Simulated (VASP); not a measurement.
# PtS2 (P-3m1) in VASP: further runs

Runs on PtS2. Level: PBE. Tasks: G0W0 quasiparticle levels.

All numbers are computed with VASP 6.6.1; they aren't measurements. Logs are shortened: lines on timing, memory, paths and dates and some standing lists are left out, and cuts for length are marked.

### Step 1. The structure

Symmetry: P-3m1, No. 164, trigonal system. Conventional cell: a = 3.543 Å, b = 3.543 Å, c = 5.039 Å, α = 90.00°, β = 90.00°, γ = 120.00°. Pt (site symmetry -3m) is surrounded by 6 S at 2.34 Å. Around S (site symmetry 3m) lie 3 Pt at 2.34 Å.

### Step 2. G0W0 quasiparticle levels, PBE

The input, POSCAR:

```
PtS2
1.0
    3.5432000000      0.0000000000      0.0000000000
   -1.7716000000      3.0685012107      0.0000000000
    0.0000000000      0.0000000000      5.0388000000
Pt S
1 2
Direct
    0.0000000000      0.0000000000      0.0000000000
    0.6666666667      0.3333333333      0.7730000000
    0.3333333333      0.6666666667      0.2270000000
```

The input, INCAR.step1:

```
SYSTEM = PtS2
PREC = Accurate
ENCUT = 450
EDIFF = 1E-8
ISMEAR = 0
SIGMA = 0.01
LREAL = .False.
LASPH = .True.
NELM = 80
ALGO = Fast
LWAVE = .True.
LCHARG = .False.
GGA = PE
```

The input, INCAR.step2:

```
SYSTEM = PtS2
PREC = Accurate
ENCUT = 450
EDIFF = 1E-8
ISMEAR = 0
SIGMA = 0.01
LREAL = .False.
LASPH = .True.
NELM = 1
ALGO = Exact
LWAVE = .True.
LCHARG = .False.
GGA = PE
NBANDS = 230
LOPTICS = .True.
ISTART = 1
```

The input, INCAR.step3:

```
SYSTEM = PtS2
PREC = Accurate
ENCUT = 450
EDIFF = 1E-8
ISMEAR = 0
SIGMA = 0.01
LREAL = .False.
LASPH = .True.
ALGO = EVGW0
LWAVE = .False.
LCHARG = .False.
GGA = PE
NELMGW = 1
NBANDS = 230
ENCUTGW = 200
NOMEGA = 48
PRECFOCK = Fast
ISTART = 1
NBANDSGW = 19
```

The input, KPOINTS:

```
regular mesh
0
Gamma
  4 4 3
  0 0 0
```

Potentials or basis: VASP PAW PBE potentials, release 64 (Pt_GW, S_GW).

On the command line:

```bash
$ cat potpaw_PBE.64/Pt_GW/POTCAR potpaw_PBE.64/S_GW/POTCAR > POTCAR
$ cp INCAR.step1 INCAR
$ mpirun -np 1 vasp_std > vasp.out
$ cp INCAR.step2 INCAR
$ mpirun -np 1 vasp_std > vasp.out
$ cp INCAR.step3 INCAR
$ mpirun -np 1 vasp_std > vasp.out
```

OUTCAR:

```text
SYSTEM = PtS2
   PREC = Accurate
   ENCUT = 450
   EDIFF = 1E-8
   ISMEAR = 0
   LREAL = .False.
   LASPH = .True.
   GGA = PE
   NELMGW = 1
   ENCUTGW = 200
   PRECFOCK = Fast
   ISTART = 1

 Found      9 irreducible k-points:

 Following reciprocal coordinates:
            Coordinates               Weight
  0.000000  0.000000  0.000000      1.000000
  0.250000 -0.000000  0.000000      6.000000
  0.500000 -0.000000  0.000000      3.000000
  0.250000  0.250000  0.000000      6.000000
  0.000000  0.000000  0.333333      2.000000
  0.250000 -0.000000  0.333333      6.000000
   k-points           NKPTS =      9   k-points in BZ     NKDIM =     48   number of bands    NBANDS=    230
   number of dos      NEDOS =    301   number of ions     NIONS =      3
   total plane-waves  NPLWV =  28224
   dimension x,y,z NGX =    28 NGY =   28 NGZ =   36
   dimension x,y,z NGXF=    56 NGYF=   56 NGZF=   72
   ions per type =               1   2
   NGX,Y,Z   is equivalent  to a cutoff of  13.14, 13.14, 11.88 a.u.
   NGXF,Y,Z  is equivalent  to a cutoff of  26.28, 26.28, 23.76 a.u.
 SYSTEM =  PtS2
   PREC   = accura    normal or accurate (medium, high low for compatibility)
   ISTART =      1    job   : 0-new  1-cont  2-samecut
   ICHARG =      0    charge: 1-file 2-atom 10-const
   ISPIN  =      1    spin polarized calculation?
   LNONCOLLINEAR =      F non collinear calculations
   LSORBIT =      F    spin-orbit coupling
   LASPH  =      T    aspherical Exc in radial PAW
   ENCUT  =  450.0 eV  33.07 Ry    5.75 a.u.   6.13  6.13  8.72*2*pi/ulx,y,z
   NELM   =     60;   NELMIN=  2; NELMDL=  0     # of ELM steps
   EDIFF  = 0.1E-07   stopping-criterion for ELM
   LREAL  =      F    real-space projection
   EDIFFG = 0.1E-06   stopping-criterion for IOM
   NSW    =      0    number of steps for IOM
   IBRION =     -1    ionic relax: 0-MD 1-quasi-New 2-CG
   NFREE  =      0    steps in history (QN), initial steepest desc. (CG)
   ISIF   =      0    stress and relaxation
   ISYM   =      3    0-nonsym 1-usesym 2-fastsym
   POTIM  = 0.5000    time-step for ionic-motion
   TEBEG  =    0.0;   TEEND  =   0.0 temperature during run
   PSTRESS=    0.0 pullay stress
   NELECT =      22.0000    total number of electrons
   NUPDOWN=      -1.0000    fix difference up-down
   EMIN   =  10.00;   EMAX   =-10.00  energy-range for DOS
   EFERMI =   0.00;   METHOD = LEGACY
   ISMEAR =     0;   SIGMA  =   0.01  broadening in eV -4-tet -1-fermi 0-gaus
   EFERMI_NEDOS =   21; number of points for ismear=-14 and -15
   IALGO  =     38    algorithm
   IMIX   =      4    mixing-type and parameters
     AMIX     =   0.40;   BMIX     =  1.00
     AMIX_MAG =   1.60;   BMIX_MAG =  1.00
  volume/ion in A,a.u.               =      18.26       123.23
  Fermi-wavevector in a.u.,A,eV,Ry     =   1.207812  2.282434 19.848315  1.458810
  Thomas-Fermi vector in A             =   2.343439
   LORBIT       =      0    0 simple, 1 ext, 2 COOP (PROOUT), +10 PAW based schemes
   GGA     = PE    functional components
   LHFCALC =     T    Hartree Fock is set to
   PRECFOCK=fast      Normal, Fast or Accurate (Low or Medium for compatibility)
   ENCUT4O =  -1.0   cutoff for four orbital integrals eV
   NKREDX  =     1    reduce k-point grid by
   NKREDY  =     1    reduce k-point grid by
   NKREDZ  =     1    reduce k-point grid by
   AEXX    =    1.0000 exact exchange contribution
   HFSCREEN=    0.0000 screening length (either q_TF or 0.3 A-1)
   HFSCREENC=   0.0000 screening length for correlation (either q_TF or 0.3 A-1)
   ENCUTFOCK=  -1.0 apply spherical cutoff to Coloumb kernel
   IVDW    =     0    specifies the selected vdW correction
   LEPSILON=     F    determine dielectric tensor
   LRPA    =     F    only Hartree local field effects (RPA)
   LRPAFORCE           =     F    calculate RPA forces
   ENCUTGW             = 200.0    cutoff for response function in eV
   ENCUTGWSOFT         = 160.0    soft cutoff for Coulomb kernel in GW response function in eV
   ENCUTLF             =  -1.0    cutoff for local field effects
   NELMGW              =     1    number of iterations in solving QP/BSE equation
   NELMHF              =     1    number of iterations in the inner HF iteration
   NKREDLFX            =     1    NKREDLFY  =   1   NKREDLFZ  =   1
 non-spin polarized calculation
 Gauss-broadening in eV      SIGMA  =   0.01
  energy-cutoff  :      450.00
  volume of cell :       54.78
 maximum number of plane-waves:      1194
 NGX is ok and might be reduce to    28
  NGX = 14; NGY = 14; NGZ = 20
   NGX = 13   NGY = 13   NGZ = 17
 maximum number of plane-waves:       358

 QP shifts <psi_nk| G(iteration)W_0 |psi_nk>: iteration 1
 for sc-GW calculations column KS-energies equals QP-energies in previous step
 and V_xc(KS)=  KS-energies - (<T + V_ion + V_H > + <T+V_H+V_ion>^1  + <V_x>^1)

 k-point   1 :       0.0000    0.0000    0.0000
  band No.  KS-energies  QP-energies   sigma(KS)   V_xc(KS)     V^pw_x(r,r')   Z            occupation Imag(sigma)

      1      -8.8608      -9.0889     -13.5167     -13.1651     -21.4997       0.6487       2.0000       1.4859
      2      -5.6157      -6.0645     -14.6848     -14.0162     -21.2094       0.6713       2.0000       0.9635
      3      -0.3303      -0.8858     -13.9365     -13.1473     -18.0226       0.7039       2.0000       0.4873
      4      -0.3303      -0.8858     -13.9365     -13.1473     -18.0226       0.7039       2.0000       0.4873
      5      -0.1978      -0.8316     -12.8940     -11.9973     -17.6940       0.7069       2.0000       0.7231
      6       2.7291       2.0442     -13.8959     -12.9263     -18.0237       0.7064       2.0000       0.2643
[... 11 lines left out ...]
     18      18.6474      18.8997     -11.3808     -11.7097      -5.1636       0.7668       0.0000      -0.4918
     19      19.2632      19.5045     -12.0470     -12.3695      -5.7927       0.7484       0.0000      -0.4836

 k-point   2 :       0.2500   -0.0000    0.0000
  band No.  KS-energies  QP-energies   sigma(KS)   V_xc(KS)     V^pw_x(r,r')   Z            occupation Imag(sigma)

      1      -8.0801      -8.3849     -13.7970     -13.3187     -21.3790       0.6373       2.0000       1.2901
      2      -6.0507      -6.4633     -14.6417     -14.0142     -21.3757       0.6575       2.0000       0.9799
      3       0.1325      -0.4932     -13.4899     -12.6164     -17.7378       0.7164       2.0000       0.5301
      4       0.1545      -0.4052     -14.0025     -13.2168     -17.8330       0.7124       2.0000       0.4498
      5       0.6604       0.0149     -13.2627     -12.3688     -17.5318       0.7222       2.0000       0.5603
      6       1.5104       0.9104     -13.6772     -12.8444     -17.2479       0.7205       2.0000       0.3651
[... 11 lines left out ...]
     18      15.9310      16.1747     -11.3053     -11.6266      -5.6109       0.7583       0.0000      -0.3443
     19      17.2222      17.3950     -11.0361     -11.2625      -5.2424       0.7634       0.0000      -0.3544

 k-point   3 :       0.5000   -0.0000    0.0000
  band No.  KS-energies  QP-energies   sigma(KS)   V_xc(KS)     V^pw_x(r,r')   Z            occupation Imag(sigma)

      1      -6.8513      -7.2042     -14.4001     -13.8451     -21.4915       0.6360       2.0000       1.0253
      2      -6.5930      -7.0021     -14.3872     -13.7560     -21.3063       0.6482       2.0000       1.0474
      3      -0.8505      -1.4660     -13.2540     -12.3929     -17.6714       0.7147       2.0000       0.6078
      4       0.5299      -0.0274     -14.0058     -13.2242     -17.7587       0.7130       2.0000       0.4234
      5       1.4760       0.8292     -13.3354     -12.4358     -17.4578       0.7191       2.0000       0.4436
      6       2.3378       1.7275     -13.4544     -12.6298     -16.2185       0.7400       2.0000       0.3051
[... 11 lines left out ...]
     18      17.6181      17.8118     -11.0471     -11.3012      -5.0803       0.7621       0.0000      -0.3654
     19      18.4483      18.6945     -11.6527     -11.9721      -5.1062       0.7709       0.0000      -0.5715

 k-point   4 :       0.2500    0.2500    0.0000
  band No.  KS-energies  QP-energies   sigma(KS)   V_xc(KS)     V^pw_x(r,r')   Z            occupation Imag(sigma)

      1      -6.9904      -7.3713     -14.2507     -13.6605     -21.3472       0.6453       2.0000       1.0902
      2      -6.4463      -6.8326     -14.5639     -13.9671     -21.4767       0.6473       2.0000       0.9952
      3      -0.0775      -0.6800     -13.5602     -12.7279     -17.5461       0.7239       2.0000       0.5193
      4       0.4753      -0.1888     -13.2573     -12.3298     -17.4278       0.7161       2.0000       0.4350
      5       0.7315       0.1383     -13.7239     -12.9106     -17.2805       0.7294       2.0000       0.4519
      6       1.7625       1.0988     -13.2878     -12.3626     -17.3790       0.7174       2.0000       0.4198
[... 11 lines left out ...]
     18      16.3815      16.6245     -11.6907     -12.0136      -5.7901       0.7525       0.0000      -0.3400
     19      17.3317      17.5878     -11.4761     -11.8133      -5.4116       0.7595       0.0000      -0.4506

 k-point   5 :       0.0000    0.0000    0.3333
  band No.  KS-energies  QP-energies   sigma(KS)   V_xc(KS)     V^pw_x(r,r')   Z            occupation Imag(sigma)

      1      -8.6622      -8.9055     -13.6613     -13.2816     -21.4995       0.6408       2.0000       1.3786
      2      -6.1328      -6.5781     -14.2545     -13.5798     -21.0699       0.6600       2.0000       1.1063
      3      -0.3153      -0.8726     -13.9429     -13.1537     -18.0225       0.7062       2.0000       0.4853
      4      -0.3153      -0.8726     -13.9429     -13.1537     -18.0225       0.7062       2.0000       0.4853
      5       0.7068       0.0834     -13.4650     -12.5874     -18.0482       0.7104       2.0000       0.5575
      6       2.7119       2.0261     -13.8815     -12.9090     -18.0179       0.7052       2.0000       0.2654
[... 11 lines left out ...]
     18      16.8453      16.8062      -9.7611      -9.7107      -4.1737       0.7762       0.0000      -0.3127
     19      18.0837      18.1886     -11.0077     -11.1482      -5.1503       0.7468       0.0000      -0.3432

 k-point   6 :       0.2500   -0.0000    0.3333
  band No.  KS-energies  QP-energies   sigma(KS)   V_xc(KS)     V^pw_x(r,r')   Z            occupation Imag(sigma)

      1      -7.8799      -8.2042     -13.9466     -13.4411     -21.3823       0.6413       2.0000       1.2038
      2      -6.3725      -6.7740     -14.3762     -13.7607     -21.3105       0.6523       2.0000       1.0708
      3      -0.1560      -0.8031     -13.3160     -12.4187     -17.4993       0.7212       2.0000       0.5616
      4       0.1692      -0.3910     -14.0083     -13.2239     -17.8300       0.7141       2.0000       0.4485
      5       1.0015       0.3994     -13.7168     -12.8802     -17.9446       0.7197       2.0000       0.4998
      6       1.8422       1.2094     -13.6781     -12.7912     -17.4978       0.7136       2.0000       0.3433
[... 11 lines left out ...]
     18      16.4495      16.5103     -10.4010     -10.4809      -4.7108       0.7608       0.0000      -0.3243
     19      17.2351      17.3951     -10.9671     -11.1768      -4.9581       0.7631       0.0000      -0.3951

 [... further k-points ...]
```

Wall time 6.1 min (1 thread of Intel Xeon Platinum 8488C (Sapphire Rapids), shared host); peak memory 0.59 GiB.

These settings aren't checked as converged: the numbers below hold their error.

What came out:

* Band gap on the k mesh, mean-field level: 1.01 eV, indirect (least direct gap 1.18 eV)
* Quasiparticle gap: 1.41 eV
* Least direct quasiparticle gap: 1.66 eV

Caveat: the k mesh is coarse (spacing up to 0.51 Å⁻¹), so the values aren't converged; bands, screening cutoff and mesh are small and nothing is extrapolated, so the quasiparticle values aren't converged; spin-orbit coupling is left out, which moves the levels of the heavy elements; an odd mesh through Γ misses points on the zone boundary, where band edges often lie.

[end of part 1 of 3]
